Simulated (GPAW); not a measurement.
# How KBr absorbs and reflects light

Aim: the dielectric function of KBr, and the optical constants that follow from it.

Method: DFT, PBE, plane-wave PAW (GPAW data sets), scalar-relativistic, RPA, optical limit, in GPAW 26.7.0.

### Step 1. Starting point

Symmetry: Fm-3m, No. 225, cubic system. The conventional cell has a = 6.600 Å, b = 6.600 Å, c = 6.600 Å, α = 90.00°, β = 90.00°, γ = 90.00°. Nearest to Br lie 6 K at 3.30 Å. Nearest to K lie 6 Br at 3.30 Å. Farther neighbours and most contacts between anions are not listed.

As a file:

```cif
data_structure
_symmetry_space_group_name_H-M 'Fm-3m'
_symmetry_Int_Tables_number 225
_cell_length_a 6.6000
_cell_length_b 6.6000
_cell_length_c 6.6000
_cell_angle_alpha 90.000
_cell_angle_beta 90.000
_cell_angle_gamma 90.000
_cell_volume 287.50
loop_
_atom_site_label
_atom_site_type_symbol
_atom_site_symmetry_multiplicity
_atom_site_Wyckoff_symbol
_atom_site_fract_x
_atom_site_fract_y
_atom_site_fract_z
_atom_site_occupancy
Br1 Br 4 b 0.50000 0.00000 0.00000 1
K1 K 4 a 0.00000 0.00000 0.00000 1
```

### Step 2. Dielectric function, RPA

Transitions between filled and empty bands, summed over the zone, give the optical response, so mesh, band count and broadening shape it.

The induced potential is part of this response.

df.py

```python
from gpaw.response.df import DielectricFunction

df = DielectricFunction('full.gpw', frequencies={'type': 'nonlinear', 'domega0': 0.03, 'omega2': 8},
                        ecut=50,
                        eta=0.15,
                        nbands=42,
                        txt='df.txt')
for direction in ['x']:
    df.get_dielectric_function(xc='RPA', direction=direction, filename=f'df_{direction}.csv')
```

Started as:

```
OMP_NUM_THREADS=1 python df.py
```

Before running: what should come out for the electronic dielectric constant ε∞, mean over x, y and z (RPA); and main peak of Im epsilon, first axis?

At this level (PBE, RPA) KBr has ε∞ = 2.36 and n = 1.54 at 1550 nm, and Im ε peaks at 7.0 eV. Local fields change the static value along x from 2.82 to 2.36 (-17 %). Distinct maxima of Im ε, read by a parabola through the highest points, lie at 6.46 eV (1.7), 6.95 eV (2.8), 9.98 eV (2.6) and 10.43 eV (2.4).

| Quantity | Value |
| --- | --- |
| electronic dielectric constant ε∞, mean over x, y and z (by symmetry where fewer were run) (RPA) | 2.36 |
| main peak of Im epsilon, first axis | 6.95 eV |

Excitons and phonon-assisted transitions are missing; PBE gaps are as a rule too small, which pulls the onset down and ε∞ up. The sum runs over mesh points, so small or evenly spaced maxima can still be ripples of the mesh.

[Machine, clock and banner lines and Python warnings are left out of the logs.]

[Logs are printed without paths, hosts, clocks, repeated set-up lines and the standing remarks that a program may print on its own settings, such as how far it seeks lower states.]

[Hosts, paths, dates, database ids (printed as entryN), source tags and the programs' standing remarks are cut or masked in the printed files.]
